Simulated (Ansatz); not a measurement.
## As under changes of volume

One of the cells (21.530 Å³/atom); the others are scaled copies at fixed shape and fractional positions:

```
CELL_PARAMETERS angstrom
1.88080 1.08588 3.51406
-1.88080 1.08588 3.51406
0.00000 -2.17176 3.51406
ATOMIC_POSITIONS crystal
As 0.22600 0.22600 0.22600
As 0.77400 0.77400 0.77400
```

```yaml
Program: Ansatz 0.2.0
Functional: HSE06
Potentials_or_basis: Ansatz PAW
Cutoff: "420 eV (not typed: the program's choice for these potentials)"
k_mesh: 6 × 6 × 6
Occupations: fermi-dirac, width 0.05 eV
Spin: no spin polarisation
```

```tsv
volume (Å³/atom)	energy over the lowest point (meV/atom)	pressure (GPa)	largest force (eV/Å)
20.239	28.76	6.6	0.495
20.669	?	?	?
21.100	4.43	2.5	0.187
21.530	0.00	0.8	0.049
21.961	0.02	-0.8	0.079
22.392	4.01	-2.1	0.198
22.822	11.51	-3.4	0.308
```

**Question.** What does the run at 20.669 Å³/atom give?

**Answer.** Energy over the lowest point 13.84 meV/atom; pressure 4.5 GPa; largest force 0.335 eV/Å.

Worked out: A Birch-Murnaghan fit of order 3 (a polynomial in V^(-2/3)) to the other rows has its minimum at 21.74 Å³/atom with B0 = V·E''(V) = 79 GPa and B' = 4.7 at fixed shape and positions, which overstates the stiffness. It gives 13.82 meV/atom at 20.669 Å³/atom, against the run's 13.84, and -dE/dV = 4.5 GPa, against 4.5.

Energies are extrapolated to zero smearing.

Caveats: the PAW data sets come from PBE, with cores solved anew for the run's functional, which leaves a small shift of forces and pressure; the thresholds are loose for stress.
